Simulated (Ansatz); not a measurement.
**Stress against strain in BP**

```yaml
crystal:
  lattice:
    - [0.00000, 2.26900, 2.26900]
    - [2.26900, 0.00000, 2.26900]
    - [2.26900, 2.26900, 0.00000]
  atoms:
    - { symbol: B, position: [0.00000, 0.00000, 0.00000] }
    - { symbol: P, position: [0.75000, 0.75000, 0.75000] }
```

Atoms are numbered in the order listed.

Conventional cell: a = 4.538 Å, b = 4.538 Å, c = 4.538 Å, α = 90.00°, β = 90.00°, γ = 90.00°. B (atom 1) has 4 P at 1.97 Å as nearest neighbours. Around P (atom 2) lie 4 B at 1.97 Å.

The cell comes from COD entry 9008835, which wasn't checked; take it as a given geometry.

Theory: Ansatz 0.2.0, DFT, LDA, all-electron LAPW, scalar-relativistic.

Sampling and basis: a Γ-centred 15×15×15 k mesh, Fermi–Dirac smearing of 0.05 eV, basis error target 1 meV/atom, no spin polarisation.

The strain is applied along the Cartesian axes of the cell as listed (the other components stay zero). Fractional coordinates are held (clamped ions).

σ is the change of stress from the unstrained cell, which is at -5.24 GPa; tension is positive, so slopes are stress–strain coefficients at that pressure.

Only quantities that a quadratic follows smoothly over the whole series are listed; rougher ones are left out.

```
    εzz  σzz (GPa)  σxx (GPa)
-0.0300     -10.34      -2.34
-0.0200      -6.82      -1.48
-0.0100      -3.37      -0.70
 0.0000       0.00       0.00
 0.0200       6.53       1.19
 0.0300       9.68       1.68
```

Problem. Fit the series and read off the stiffness at zero strain.

Solution. Least-squares fits y = p0 + p1 x + p2 x² to the rows give σzz (GPa): p1 = 334, p2 = -370; σxx (GPa): p1 = 66.9, p2 = -370. So C11 = 334 GPa and C12 = 67 GPa, which gives B = (C11 + 2 C12)/3 = 156 GPa.

Problem. One run, at εzz = 0.0100, is withheld. Predict its row.

Solution. The fits give 3.30, 0.64; the run gave 3.30, 0.63.
